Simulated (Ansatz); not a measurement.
# Nb: which structure wins at one pressure

Aim: bring Nb in several structures (fcc, bcc, hcp, diamond, beta tin, simple hexagonal) to one pressure and rank them by enthalpy. The pressure is set by scaling the first phase. The runs shown use PAW.

Computed with Ansatz 0.2.0 (DFT, PBE, PAW with Ansatz's default frozen-core files, scalar-relativistic, unless a step's input says otherwise).

## (1) The system as given

It takes space group Fm-3m (No. 225, cubic). Conventional cell: a = 4.170 Å, b = 4.170 Å, c = 4.170 Å, α = 90.00°, β = 90.00°, γ = 90.00°. Nb (site symmetry m-3m) is surrounded by 12 Nb at 2.95 Å.

As a file:

```cif
data_structure
_symmetry_space_group_name_H-M 'P 1'
_symmetry_Int_Tables_number 1
_cell_length_a 2.9485
_cell_length_b 2.9485
_cell_length_c 2.9485
_cell_angle_alpha 60.000
_cell_angle_beta 60.000
_cell_angle_gamma 60.000
_cell_volume 18.13
loop_
_atom_site_label
_atom_site_type_symbol
_atom_site_fract_x
_atom_site_fract_y
_atom_site_fract_z
_atom_site_occupancy
Nb1 Nb 0.00000 0.00000 0.00000 1
```

## (2) Cell relaxed at zero pressure, PAW

The input, input.yaml:

```yaml
crystal:
  lattice:
    - [0.0, 2.0849260709, 2.0849260709]
    - [2.0849260709, 0.0, 2.0849260709]
    - [2.0849260709, 2.0849260709, 0.0]
  atoms:
    - { symbol: Nb, position: [0.0, 0.0, 0.0] }
kpoints:
  mp_grid: { grid: [16, 16, 16] }
scf:
  occupations: { method: fermi_dirac, width: 0.08 }
hamiltonian:
  xc: pbe
  pseudopotentials: { kind: paw }
output:
  forces: true
  stress: true
relax:
  f_tol: 0.005
  max_steps: 40
  cell: {}
```

On the command line:

```
ansatz run input.yaml --threads 1 --pin off --max-ram 3584MiB --backend cpu --events-out ev --progress --plain --runs-dir out
```

The runs that follow: Volume scaled by 1.021, to set the pressure, PAW; Fcc relaxed under pressure, PAW; Bcc relaxed under pressure, PAW; Hcp relaxed under pressure, PAW; Diamond relaxed under pressure, PAW; Beta tin relaxed under pressure, PAW; Simple hexagonal relaxed under pressure, PAW.

Q: Predict the outcome of this session. Wanted: pressure; lowest.

The runs gave:

| quantity | value |
| --- | --- |
| pressure | -3.3 GPa |
| lowest (PAW) | bcc, 284.2 meV/atom under hcp |

What this shows: By PAW the order is bcc < hcp < fcc < beta tin < simple hexagonal < diamond. Only these structures were tried, with electrons smeared by 0.08 eV and without vibrations, so the true ground state may be another. The k meshes differ between phases and weren't tested, which can move differences by some meV.
